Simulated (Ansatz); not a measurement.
Input and command of a plane-wave DFT calculation in Ansatz:

```yaml
crystal:
  lattice:
    - [3.5570664331, 0.0, 0.0]
    - [-1.7785332165, 3.080509894, 0.0]
    - [0.0, 0.0, 15.204718658]
  atoms:
    - { symbol: Te, position: [0.2079091848, 0.5748498174, 0.6310943552] }
    - { symbol: Te, position: [0.7920908152, 0.4251501826, 0.1310943552] }
    - { symbol: Te, position: [0.2079091848, 0.5748498174, 0.8689056448] }
    - { symbol: Te, position: [0.7920908152, 0.4251501826, 0.3689056448] }
    - { symbol: Mo, position: [0.4584895844, 0.7582874013, 0.25] }
    - { symbol: Mo, position: [0.5415104156, 0.2417125987, 0.75] }
basis:
  ecutwfc: 420
kpoints:
  mp_grid: { grid: [12, 12, 2] }
hamiltonian:
  xc: pbe
scf:
  occupations: { method: gaussian, width: 0.05 }
output:
  forces: true
  stress: true
  eigenvalues: true
```

```bash
ansatz run input.yaml --threads 2 --pin off --max-ram 5120MiB --backend cpu --events-out ev --progress --plain --runs-dir out
```

Processor: Intel(R) Xeon(R) 6975P-C (Granite Rapids), 2 threads, on a host shared with other jobs.

Estimate time, memory and problem size.

About 18 s on 2 threads of Intel(R) Xeon(R) 6975P-C (Granite Rapids) (shared host), peak memory 1.1 GiB. It solves 56 bands at 148 k points (the mesh reduced by the symmetry that the task leaves, which can be less than the crystal's) with about 3201 plane waves, in 8 SCF iterations.
